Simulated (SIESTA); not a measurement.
Crystal: TiSi2.

```
CELL_PARAMETERS angstrom
-1.47287 1.71213 4.21208
1.47287 -1.71213 4.21208
1.47287 1.71213 -4.21208
ATOMIC_POSITIONS crystal
Ti 0.00000 0.00000 0.00000
Si 0.67008 0.67008 0.00000
Si 0.32992 0.32992 0.00000
```

The cell comes from a database or a generator and needn't be the stable form of this composition.

```yaml
Program: SIESTA 5.4.2
Task: single point
Functional: PBE
Potentials_or_basis: PseudoDojo 0.4 standard (PBE files)
Basis: DZP (energy shift 0.003 Ry; two zetas on semicore shells)
Grid_cutoff: 800 Ry
Energy_shift: 0.003 Ry
k_mesh: 12 × 12 × 12
Occupations: fermi-dirac, width 0.05 eV
Spin: no spin polarisation
```

On this cell: pressure 1.0 GPa; largest force 0.003 eV/Å; band gap on the k mesh none (metal or under the smearing width).

The same run follows on a disturbed copy (atoms moved at random, drawn with an rms of 0.05 Å):

```xyz
3
Lattice="-1.4729 1.7121 4.2121 1.4729 -1.7121 4.2121 1.4729 1.7121 -4.2121" Properties=species:S:1:pos:R:3 pbc="T T T"
Ti    0.0223   -0.0043   -0.0431
Si   -0.0024    0.0511    5.6305
Si   -0.0393    0.0282    2.7701
```

Problem. What changes?

Solution. The energy (extrapolated to zero smearing) moves by +7.3 meV/atom; pressure 1.2 GPa; largest force 0.562 eV/Å; band gap on the k mesh none (metal or under the smearing width).

Forces on the atoms (eV/Å):
```
Ti  -0.277  0.397  0.286
Si   0.042 -0.280 -0.097
Si   0.235 -0.118 -0.189
```

Stress tensor (GPa, compression positive):
```
 1.70 -0.10 -0.20
-0.10  1.02  0.08
-0.20  0.08  0.95
```

Caveats: the basis of atomic orbitals isn't converged, which shifts pressures, moduli and gaps.
